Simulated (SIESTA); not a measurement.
PtS2:

```xyz
3
Lattice="3.5432 0.0000 0.0000 -1.7716 3.0685 0.0000 0.0000 0.0000 5.0388" Properties=species:S:1:pos:R:3 pbc="T T T"
Pt    0.0000    0.0000    0.0000
S     1.7716    1.0228    3.8950
S     0.0000    2.0457    1.1438
```

Base run:

```yaml
Program: SIESTA 5.4.2
Functional: PBEsol
Potentials_or_basis: PseudoDojo 0.4 standard (PBEsol files, fully relativistic)
Basis: DZP (energy shift 0.003 Ry; two zetas on semicore shells)
Grid_cutoff: 800 Ry
Energy_shift: 0.003 Ry
k_mesh: 7 × 7 × 4
Occupations: fermi-dirac, width 0.05 eV
Spin: non-collinear spin, zero start, spin-orbit coupling
Starting_moments: "[[0.0, 0.0, 0.0], [0.0, 0.0, 0.0], [0.0, 0.0, 0.0]] μB"
```

Its results: band gap on the k mesh 0.71 eV, indirect (least direct gap 0.91 eV); pressure 8.0 GPa; largest force 1.558 eV/Å.

The run is repeated on the same cell with these changes: potentials or basis from PseudoDojo 0.4 standard (PBEsol files, fully relativistic) to PseudoDojo 0.4 standard (PBEsol files); spin from non-collinear spin, zero start, spin-orbit coupling to no spin polarisation. What comes out?

Band gap on the k mesh 0.69 eV, indirect (least direct gap 0.89 eV); pressure 9.5 GPa; largest force 1.612 eV/Å.

Caveats: short orbitals over semicore shells can move pressures by several GPa; the basis of atomic orbitals isn't converged, which shifts pressures, moduli and gaps; forces of over 1 eV/Å show positions far from the minimum, so gaps and moduli don't describe the material at rest; spin-orbit coupling is left out, which moves the levels of the heavy elements (some runs).

A k mesh can miss the band edges.
